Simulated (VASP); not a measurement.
Set up this calculation in VASP 6.6.1, as the native input.

```yaml
Task: band structure
Functional: r2SCAN-EpsX
Potentials_or_basis: VASP PAW PBE potentials, release 64 (Al, N)
Cutoff: 520 eV
k_mesh: 8 × 8 × 8
Occupations: gaussian, width 0.02 eV
Spin: no spin polarisation
Ladder: gaps
Grid_for_exact_exchange_PRECFOCK: Fast
Exchange_at_q_=_0: truncated
Share_of_exact_exchange: 0.2185
Further_INCAR_settings: ALGO = Normal; EDIFF = 1e-06
```

AlN:

```
Al N
1.0
     0.00000    2.18399    2.18399
     2.18399    0.00000    2.18399
     2.18399    2.18399    0.00000
Al N
1 1
Cartesian
  0.0000 0.0000 0.0000
  1.0920 1.0920 1.0920
```

Measurements of this composition are mostly on another form, of space group No. 186.

The input as run:

POSCAR

```
AlN
1.0
    0.0000000000      2.1839935596      2.1839935596
    2.1839935596      0.0000000000      2.1839935596
    2.1839935596      2.1839935596      0.0000000000
Al N
1 1
Direct
    0.0000000000      0.0000000000      0.0000000000
    0.2500000000      0.2500000000      0.2500000000
```

INCAR.step1

```
ALGO = Normal
EDIFF = 1E-8
ENCUT = 520
GGA = PE
ISIF = 2
ISMEAR = 0
KPAR = 4
LASPH = T
LCHARG = F
LEPSILON = T
LREAL = F
LWAVE = F
NELM = 100
PREC = Accurate
SIGMA = 0.02
```

KPOINTS.step1

```
Automatic mesh
0
G
  10 10 10
  0 0 0
```

INCAR.step2

```
ALGO = Normal
EDIFF = 1E-5
ENCUT = 520
GGA = PE
ISIF = 2
ISMEAR = 0
KPAR = 4
LASPH = T
LCHARG = F
LREAL = F
LWAVE = T
NELM = 100
PREC = Accurate
SIGMA = 0.02
```

KPOINTS.step2

```
k-points
0
Gamma
  8 8 8
```

INCAR.step3

```
AEXX = 0.2185
ALGO = Normal
EDIFF = 1E-6
ENCUT = 520
HFRCUT = -1
ISIF = 2
ISMEAR = 0
ISTART = 1
KPAR = 4
LASPH = T
LCHARG = F
LHFCALC = T
LMIXTAU = T
LREAL = F
LWAVE = F
METAGGA = R2SCAN
NELM = 100
PREC = Accurate
PRECFOCK = Fast
SIGMA = 0.02
```

KPOINTS.step3

```
k-points
0
Gamma
  8 8 8
```

KPOINTS_OPT

```
path GXWKGLUWLK,UX
8
line-mode
reciprocal
 0.0000000000  0.0000000000  0.0000000000  G
 0.5000000000  0.0000000000  0.5000000000  X

 0.5000000000  0.0000000000  0.5000000000  X
 0.5000000000  0.2500000000  0.7500000000  W

 0.5000000000  0.2500000000  0.7500000000  W
 0.3750000000  0.3750000000  0.7500000000  K

 0.3750000000  0.3750000000  0.7500000000  K
 0.0000000000  0.0000000000  0.0000000000  G

 0.0000000000  0.0000000000  0.0000000000  G
 0.5000000000  0.5000000000  0.5000000000  L

 0.5000000000  0.5000000000  0.5000000000  L
 0.6250000000  0.2500000000  0.6250000000  U

 0.6250000000  0.2500000000  0.6250000000  U
 0.5000000000  0.2500000000  0.7500000000  W

 0.5000000000  0.2500000000  0.7500000000  W
 0.5000000000  0.5000000000  0.5000000000  L

 0.5000000000  0.5000000000  0.5000000000  L
 0.3750000000  0.3750000000  0.7500000000  K

 0.6250000000  0.2500000000  0.6250000000  U
 0.5000000000  0.0000000000  0.5000000000  X
```

Potentials or basis: VASP PAW PBE potentials, release 64 (Al, N).

Run with:

```sh
$ cat potpaw_PBE.64/Al/POTCAR potpaw_PBE.64/N/POTCAR > POTCAR
$ cp INCAR.step1 INCAR
$ cp KPOINTS.step1 KPOINTS
$ mpirun -np 4 vasp_std > vasp.out
$ cp INCAR.step2 INCAR
$ cp KPOINTS.step2 KPOINTS
$ mpirun -np 4 vasp_std > vasp.out
$ cp INCAR.step3 INCAR
$ cp KPOINTS.step3 KPOINTS
$ mpirun -np 4 vasp_std > vasp.out
```

It gave:

The pressure is -2.7 GPa and the band gap on the k mesh is 5.47 eV, indirect (least direct gap 6.49 eV). The band gap along the path is 5.47 eV, indirect (least direct gap 6.49 eV).

Caveat: the PAW data sets were made with another functional, which shifts forces and pressure a little.

Wall time 5.5 min on 4 MPI ranks on AMD EPYC 9R45 96-Core Processor (Zen 5), with other jobs on the host, peak memory 0.18 GiB a rank.
